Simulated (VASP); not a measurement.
Data:

```yaml
crystal:
  lattice:
    - [0.00000, 3.08421, 3.08421]
    - [3.08421, 0.00000, 3.08421]
    - [3.08421, 3.08421, 0.00000]
  atoms:
    - { symbol: Al, position: [0.00000, 0.00000, 0.00000] }
    - { symbol: Sb, position: [0.25000, 0.25000, 0.25000] }
```

Calculation: PBEsol GGA, VASP's PBE PAW potentials (set 64) (plane waves; VASP). Settings: 480 eV cut-off, 8×8×8 Γ-centred mesh, Gaussian smearing of 0.050 eV, potentials Al Sb.

Unless said otherwise, spin-orbit coupling is left out, though it shifts the bands of the heavy elements here.

Problem. Estimate the energy per atom (σ→0), band gap (on the k-mesh) with the smallest direct gap where there is one.

Solution. 
```json
{
  "band gap (on the k-mesh)": "1.14 eV",
  "smallest direct gap (on the k-mesh)": "1.45 eV",
  "energy per atom (σ→0)": "-4.434 eV/atom"
}
```

Only differences to runs with the same potentials and settings are physical.

The compound is AlSb in the zinc blende structure. It was relaxed first.
